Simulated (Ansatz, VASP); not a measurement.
MgO: VASP beside Ansatz

```
Mg O
1.0
     0.05705    2.28201    2.28201
     2.28201    0.05705    2.28201
     2.33906    2.33906    0.00000
Mg O
1 1
Direct
  0.00445 0.00445 0.99555
  0.24555 0.24555 0.25445
```

Change from the starting cell: shear_xy strain +5.0%.

Alike in both runs: task single point; functional r2SCAN; k mesh 10 × 10 × 10; no spin polarisation.

```csv
,VASP,Ansatz
version,VASP 6.6.1,Ansatz 0.2.0
potentials or method,"VASP PAW PBE potentials, release 64 (Mg, O)","plane waves, PAW"
plane-wave cutoff (eV),520,500
occupations,"gaussian, width 0.01 eV",fixed
valence electrons in the cell,8,16
```

VASP gave:

| Item | Value |
| --- | --- |
| gap on the k mesh at the Fermi level (eV) | 4.16 |
| pressure (GPa) | -0.5 |
| largest component of the traceless stress (GPa) | 4.48 |

**Question.** Estimate Ansatz's values.

**Answer.** gap on the k mesh at the Fermi level (eV): 4.17; pressure (GPa): 0.0; largest component of the traceless stress (GPa): 4.41.

The two sets of potentials don't hold the same shells in valence.

Caveats: the PAW data sets were made with another functional, which shifts forces and pressure a little (VASP).
